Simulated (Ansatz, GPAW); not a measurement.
This is a calculation of Li (Lithium) for Ansatz 0.2.0. 

File input.yaml:

```yaml
crystal:
  lattice:
    - [-1.75465, 1.75465, 1.75465]
    - [1.75465, -1.75465, 1.75465]
    - [1.75465, 1.75465, -1.75465]
  atoms:
    - { symbol: Li, position: [0.0, 0.0, 0.0] }
kpoints:
  mp_grid: { grid: [11, 11, 11] }
scf:
  occupations: { method: gaussian, width: 0.023 }
hamiltonian:
  xc: pbe
  pseudopotentials: { kind: all_electron, lapw: { basis_error: 0.001 } }
output:
  forces: true
  stress: true
  eigenvalues: true
```

Potentials or basis: all-electron LAPW, scalar-relativistic.

The run is started by

```console
$ ansatz run input.yaml --threads 1 --pin off --max-ram 3072MiB --backend cpu --events-out ev --progress --plain --runs-dir out
```

Task: Set up the same calculation for GPAW 26.7.0 (ASE script). Potentials or basis there: GPAW PAW data sets (gpaw-data 1.2.1), cutoff 800 eV.

Result: As run (cutoffs and basis follow the program's own potentials, and thresholds, step limits or extra output files can differ):

Contents of run.py:

```python
from ase.dft.bandgap import bandgap
from ase.io import read, write
from ase.units import GPa
from gpaw import GPAW, PW

atoms = read('POSCAR')

calc = GPAW(mode=PW(800),
            xc='PBE',
            kpts={'size': (11, 11, 11), 'gamma': True},
            occupations={'name': 'methfessel-paxton', 'order': 0, 'width': 0.023},
            nbands=6,
            convergence={'density': 1e-05, 'energy': 1e-05},
            maxiter=150,
            txt='gpaw.txt')
atoms.calc = calc
energy = atoms.get_potential_energy()
forces = atoms.get_forces()
stress = atoms.get_stress()
calc.write('gs.gpw')
write('result.traj', atoms)
print(f'Energy: {energy:.6f} eV')
print('Forces (eV/A):')
print(forces.round(4))
print('Stress (GPa):', (stress / GPa).round(3))
print('Fermi level:', round(calc.get_fermi_level(), 4), 'eV')
print(f'Gap: {bandgap(calc)[0]:.4f} eV, direct: {bandgap(calc, direct=True)[0]:.4f} eV')
```

POSCAR

```
Li
1.0
   -1.7546500000      1.7546500000      1.7546500000
    1.7546500000     -1.7546500000      1.7546500000
    1.7546500000      1.7546500000     -1.7546500000
Li
1
Direct
    0.0000000000      0.0000000000      0.0000000000
```

Potentials or basis: GPAW PAW data sets (gpaw-data 1.2.1), pw.

The run is started by

```sh
$ OMP_NUM_THREADS=1 python run.py
```

Both were run:

|  | Ansatz | GPAW |
| --- | --- | --- |
| Pressure | -0.8 GPa | -0.8 GPa |

Where Ansatz's input types no cutoff or centring, it takes its own default and a Γ-centred mesh.

Pressure is positive in compression.
